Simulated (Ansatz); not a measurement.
The following input was run with Ansatz 0.2.0.

```yaml
crystal:
  lattice:
    - [6.2604336893, 0.0, 0.0]
    - [0.0, 6.2604336893, 0.0]
    - [0.0, 0.0, 24.2604336893]
  atoms:
    - { symbol: Mo, position: [0.25, 0.75, 0.3297550284] }
    - { symbol: Mo, position: [0.25, 0.25, 0.3297550284] }
    - { symbol: Mo, position: [0.75, 0.75, 0.3297550284] }
    - { symbol: Mo, position: [0.75, 0.25, 0.3297550284] }
    - { symbol: Mo, position: [0.5, 0.5, 0.3942678249] }
    - { symbol: Mo, position: [0.5, 0.0, 0.3942678249] }
    - { symbol: Mo, position: [0.0, 0.5, 0.3942678249] }
    - { symbol: Mo, position: [0.0, 0.0, 0.3942678249] }
    - { symbol: Mo, position: [0.7486007814, 0.2498426266, 0.4582646942] }
    - { symbol: Mo, position: [0.750210191, 0.7501273839, 0.4585699944] }
    - { symbol: Mo, position: [0.2506420716, 0.2503254931, 0.4584001502] }
    - { symbol: Mo, position: [0.248993908, 0.7489714518, 0.4587819956] }
    - { symbol: Mo, position: [0.0016149068, 0.0052740276, 0.5238290262] }
    - { symbol: Mo, position: [-0.0007964146, 0.4942599327, 0.5238980945] }
    - { symbol: Mo, position: [0.4978625811, -0.0036284265, 0.524618783] }
    - { symbol: Mo, position: [0.5015966785, 0.5032706303, 0.525050203] }
    - { symbol: Mo, position: [0.2126069547, 0.7405261387, 0.5862216418] }
    - { symbol: Mo, position: [0.2806498246, 0.2625028439, 0.5838231585] }
    - { symbol: Mo, position: [0.7888709988, 0.762552535, 0.5838782136] }
    - { symbol: Mo, position: [0.7185198535, 0.2327395164, 0.5843093796] }
basis:
  ecutwfc: 420
kpoints:
  mp_grid: { grid: [3, 3, 1] }
hamiltonian:
  xc: pbe
  dispersion: d3bj
scf:
  occupations: { method: gaussian, width: 0.1 }
output:
  forces: true
  eigenvalues: true
  write_density: true
  volumetric_format: npy
efield:
  axis: 3
  dipole_correction: true
  ramp_width: 0.04
```

Command:
```bash
ansatz run input.yaml --threads 4 --pin off --max-ram 10240MiB --backend cpu --events-out ev --progress --plain --runs-dir out
```

Method: DFT PBE+D3(BJ), scalar-relativistic, plane waves, PAW in Ansatz 0.2.0.

Abridged output:

```
Pseudopotentials: kind: paw
Pseudopotential: Mo, paw, valence charge 14, recommended cutoff 420 eV (normal)
Functional definition: PBE
Crystal: 20 atoms, lattice volume = 950.840 Å³
Basis set: ecut = 420 eV, 18669 PW (Γ), exchange–correlation on 90×90×360 points (8 copies of the dense FFT grid, shifted against one another)
Bands: 168, of which v1, the nominal top of the filled ones, is band 140 counted from 1 (139 counted from 0)
Symmetry: 1 space group operations
Space group: P1 (ITA 1), of the structure as read, at distance tolerance 9.8e-5 Å
k-points: 5 of 9 (time reversal used)
Initial density: superposition of atomic densities (neutral atoms: chi_scale 0, normalization atom), corrected by the library's trained network
Initial wavefunctions: pseudopotential atomic-orbital guess
Functional: x = pbe(κ = 0.804, μ = 0.21951497), c = pbe(β = 0.06672455)
SCF iter   1: F=—  HF=-99114.033869 eV  |F-HF|=—  |Δ(HF+E_count)|=         —  Δρ=7.77e-3  dr2=2.38e0  ethr=1.77e-3  p=0.033 e·Å  D=6.20e-3 V/Å  ΔV_dip=-0.15 eV  dr2_dipole=4.70e-2  V_vac-E_F(+/−)=3.83/3.98 eV  ⟨swp⟩=9.6  Hψ=4282  notcnv=0
efield: sawtooth ramp at fractional position 0.9380 (placed from the atoms, in the widest stretch of the axis that holds none; the zero of the levels goes with the place), width 0.0400; the density the first Hamiltonian is built on has a dipole p = 0.033 e·Å; the dipole correction subtracts the counter field D = 6.20e-3 V/Å, which shifts the + side's vacuum level by -0.15 eV against the − side's; the planar-averaged density in the ramp window peaks in size at 7.7e-6 e/Å³
SCF iter   2: F=—  HF=-99113.926156 eV  |F-HF|=—  |Δ(HF+E_count)|=   1.08e-1  Δρ=4.56e-3  dr2=4.84e-1  ethr=8.51e-4  p=-0.012 e·Å  D=-2.28e-3 V/Å  ΔV_dip=0.06 eV  dr2_dipole=1.16e-3  V_vac-E_F(+/−)=3.97/3.91 eV  ⟨swp⟩=2.0  Hψ=1153  notcnv=0  defer=74
SCF iter   3: F=—  HF=-99113.889041 eV  |F-HF|=—  |Δ(HF+E_count)|=   3.71e-2  Δρ=1.96e-3  dr2=9.35e-2  ethr=1.73e-4  p=-0.013 e·Å  D=-2.47e-3 V/Å  ΔV_dip=0.06 eV  dr2_dipole=2.54e-3  V_vac-E_F(+/−)=4.00/3.94 eV  ⟨swp⟩=2.0  Hψ=1132  notcnv=0  defer=74
SCF iter   4: F=—  HF=-99113.881190 eV  |F-HF|=—  |Δ(HF+E_count)|=   7.85e-3  Δρ=3.67e-4  dr2=4.69e-3  ethr=3.34e-5  p=-0.019 e·Å  D=-3.65e-3 V/Å  ΔV_dip=0.09 eV  dr2_dipole=1.87e-4  V_vac-E_F(+/−)=4.03/3.94 eV  ⟨swp⟩=2.0  Hψ=1046  notcnv=0  defer=74
SCF iter   5: F=—  HF=-99113.880927 eV  |F-HF|=—  |Δ(HF+E_count)|=   2.63e-4  Δρ=1.51e-4  dr2=6.83e-4  ethr=1.67e-6  p=-0.025 e·Å  D=-4.67e-3 V/Å  ΔV_dip=0.11 eV  dr2_dipole=2.90e-5  V_vac-E_F(+/−)=4.06/3.94 eV  ⟨swp⟩=3.0  Hψ=1194  notcnv=0  defer=74
SCF iter   6: F=—  HF=-99113.880894 eV  |F-HF|=—  |Δ(HF+E_count)|=   3.34e-5  Δρ=4.73e-5  dr2=9.59e-5  ethr=2.44e-7  p=-0.028 e·Å  D=-5.25e-3 V/Å  ΔV_dip=0.13 eV  dr2_dipole=1.08e-5  V_vac-E_F(+/−)=4.07/3.95 eV  ⟨swp⟩=2.0  Hψ=1068  notcnv=0  defer=74
SCF iter   7: F=—  HF=-99113.881265 eV  |F-HF|=—  |Δ(HF+E_count)|=   3.71e-4  Δρ=2.56e-5  dr2=1.92e-5  ethr=3.42e-8  p=-0.030 e·Å  D=-5.67e-3 V/Å  ΔV_dip=0.14 eV  dr2_dipole=1.84e-7  V_vac-E_F(+/−)=4.09/3.95 eV  ⟨swp⟩=2.4  Hψ=1158  notcnv=0  defer=42
SCF iter   8: F=—  HF=-99113.881267 eV  |F-HF|=—  |Δ(HF+E_count)|=   1.62e-6  Δρ=1.35e-5  dr2=4.21e-6  ethr=6.86e-9  p=-0.031 e·Å  D=-5.82e-3 V/Å  ΔV_dip=0.14 eV  dr2_dipole=1.84e-7  V_vac-E_F(+/−)=4.09/3.95 eV  ⟨swp⟩=2.6  Hψ=1377  notcnv=0  defer=42
SCF iter   9: F=—  HF=-99113.881268 eV  |F-HF|=—  |Δ(HF+E_count)|=   8.45e-7  Δρ=4.06e-6  dr2=2.60e-7  ethr=1.50e-9  p=-0.031 e·Å  D=-5.86e-3 V/Å  ΔV_dip=0.14 eV  dr2_dipole=2.16e-9  V_vac-E_F(+/−)=4.09/3.95 eV  ⟨swp⟩=2.4  Hψ=1094  notcnv=0  defer=42
SCF iter  10: F=-99113.881268 eV  HF=-99113.881268 eV  |F-HF|=1.45e-8  |Δ(HF+E_count)|=   3.90e-7  Δρ=1.57e-6  dr2=4.62e-8  ethr=3.57e-11  p=-0.031 e·Å  D=-5.88e-3 V/Å  ΔV_dip=0.14 eV  dr2_dipole=1.09e-9  V_vac-E_F(+/−)=4.09/3.95 eV  ⟨swp⟩=16.4  Hψ=3978  notcnv=0
SCF 1 converged in 10 iterations: F = -99113.881268 eV  dr2 = 4.62e-8
SCF converged after 10 iterations
Free energy (F): -99113.881268 eV
Harris-Foulkes:  -99113.881268 eV  (|F-HF|=1.45e-8)
Internal energy: -99113.791711 eV  (E = F + TS)
E sigma→0 (E₀):  -99113.836490 eV
Entropy (-TS):   -0.089557 eV (-4.478 meV/atom)
Fermi energy:    4.321932 eV
Dipole field:    D = -0.005863 V/Å  (p = -0.030811 e·Å, saw-weighted, corrected)
Work function:   Φ+ = 4.0928 eV   Φ− = 3.9505 eV
Levels:          The Fermi level and band energies are counted from a zero that moves with the ramp; work functions are not
--- Per-component energies (eV) ---
  E_band       = -5741.084217
  E_kinetic    = 8803.246658
  E_local      = -356305.715149  (includes V_loc(G=0)·N_el)
  E_nonlocal   = 2873.845296
  E_hartree    = 173164.417396
  E_xc         = -3651.721086
  E_vxc        = -4555.438091  (∫ρ·V_xc dr)
  E_paw        = -64030.121361  (= ΣΔE_a)
  E_vpaw       = -2885.870785  (= ΣTr[D̂ρ^β])
  E_aug_tail   = 0.000863  (compensation charges beyond the density's cutoff)
  E_efield     = 0.000090  (sawtooth field / dipole correction)
  E_vefield    = 0.012070  (∫n·V_field dr)
  E_ewald      = 140042.362762
  E_disp       = -10.107181  (pairwise vdW)
  E_smearing   = -0.089557  (= −TS)
--- Forces (eV/Å), atoms counted from 1 ---
  atom   1  Mo     0.03507280     0.01790367     1.05328153
  atom   2  Mo    -0.03387317    -0.00101590     1.01750314
  atom   3  Mo    -0.02538721    -0.00451709     1.02965037
  atom   4  Mo     0.04439618    -0.00982212     1.02572310
  atom   5  Mo     0.02721650     0.01399311    -0.96734063
  atom   6  Mo    -0.07398600    -0.01837458    -0.99717430
  atom   7  Mo    -0.05474726     0.01495415    -1.02939751
  atom   8  Mo     0.04270735    -0.02464207    -1.03841154
  atom   9  Mo     0.00107404    -0.02768122     0.02238553
  atom  10  Mo    -0.02288083     0.03630483     0.01653117
  atom  11  Mo     0.05199096     0.02328802    -0.01809643
  atom  12  Mo     0.07397456    -0.02554791    -0.01666280
  atom  13  Mo     0.04151704    -0.08320430     0.12060098
  atom  14  Mo     0.07961363     0.14614945     0.20991484
  atom  15  Mo     0.00737305    -0.04266965     0.01508145
  atom  16  Mo    -0.01173902     0.03767162    -0.00782321
  atom  17  Mo     0.04853219    -0.10805713    -0.53078648
  atom  18  Mo    -0.02837065     0.04647389     0.09659728
  atom  19  Mo    -0.21994139    -0.00171639     0.13411180
  atom  20  Mo     0.01745981     0.01051279    -0.13578444
--- Band table (eV; the first three rows and the last of 5) ---
  k-point 0: bands = ["-56.9317", "-56.7817", "-56.7805", "-56.7576", "-56.7507", "-56.6723", "-56.6429", "-56.6312", "-56.6175", "-56.6168", "-56.6143", "-56.5930", "-56.4938", "-56.4906", "-56.4904", "-56.4744", "-56.4705", "-56.4457", "-56.4323", "-56.4040", "-31.6432", "-31.6198", "-31.5753", "-31.5455", "-31.5134", "-31.4935", "-31.3159", "-31.2742", "-31.2288", "-31.2094", "-31.1824", "-31.1658", "-31.1204", "-31.1035", "-31.0836", "-30.9916", "-30.9536", "-30.9406", "-30.8588", "-30.8507", "-30.8504", "-30.8257", "-30.8219", "-30.7915", "-30.7503", "-30.7400", "-30.7367", "-30.6890", "-30.6758", "-30.6658", "-30.6489", "-30.6366", "-30.6132", "-30.5987", "-30.5981", "-30.5958", "-30.5 ...
  k-point 1: bands = ["-56.9016", "-56.8292", "-56.7752", "-56.7635", "-56.7312", "-56.6902", "-56.6400", "-56.6353", "-56.6181", "-56.6137", "-56.6104", "-56.5987", "-56.4869", "-56.4813", "-56.4759", "-56.4724", "-56.4626", "-56.4465", "-56.4414", "-56.4182", "-31.5625", "-31.5381", "-31.5110", "-31.4614", "-31.4514", "-31.4300", "-31.3712", "-31.3332", "-31.2904", "-31.2862", "-31.2403", "-31.2006", "-31.1487", "-31.0865", "-31.0461", "-31.0242", "-31.0054", "-30.9987", "-30.9562", "-30.8958", "-30.8400", "-30.8096", "-30.8044", "-30.7651", "-30.7612", "-30.7495", "-30.7400", "-30.7320", "-30.7000", "-30.6770", "-30.6428", "-30.6321", "-30.6266", "-30.5995", "-30.5733", "-30.5196", "-30.5 ...
  k-point 2: bands = ["-56.9020", "-56.8304", "-56.7754", "-56.7635", "-56.7308", "-56.6880", "-56.6348", "-56.6291", "-56.6226", "-56.6191", "-56.6110", "-56.5987", "-56.4869", "-56.4842", "-56.4760", "-56.4724", "-56.4654", "-56.4461", "-56.4405", "-56.4154", "-31.5956", "-31.5693", "-31.4958", "-31.4612", "-31.4486", "-31.4240", "-31.3602", "-31.3176", "-31.3029", "-31.2593", "-31.2097", "-31.1919", "-31.1234", "-31.0844", "-31.0375", "-31.0320", "-31.0101", "-30.9994", "-30.9783", "-30.8891", "-30.8614", "-30.8218", "-30.8083", "-30.7684", "-30.7638", "-30.7562", "-30.7428", "-30.7025", "-30.6877", "-30.6713", "-30.6664", "-30.6488", "-30.6421", "-30.6044", "-30.5620", "-30.5471", "-30.5 ...
  k-point 4: bands = ["-56.8757", "-56.8163", "-56.8126", "-56.7815", "-56.7128", "-56.6963", "-56.6377", "-56.6328", "-56.6193", "-56.6176", "-56.6104", "-56.6064", "-56.4754", "-56.4746", "-56.4743", "-56.4715", "-56.4592", "-56.4516", "-56.4434", "-56.4229", "-31.5292", "-31.5207", "-31.4449", "-31.3977", "-31.3762", "-31.3706", "-31.3395", "-31.2964", "-31.2766", "-31.2687", "-31.2591", "-31.2181", "-31.1741", "-31.1509", "-31.1362", "-31.0229", "-31.0027", "-30.9908", "-30.9804", "-30.9549", "-30.9137", "-30.8991", "-30.8776", "-30.8380", "-30.7710", "-30.7650", "-30.7387", "-30.7059", "-30.6754", "-30.6695", "-30.6322", "-30.6253", "-30.6138", "-30.5900", "-30.5777", "-30.5442", "-30.5 ...
```

The calculation finished and met its thresholds.

The run took 27 s on 4 threads of Arm Neoverse V2 (shared host), peak memory 2.9 GiB.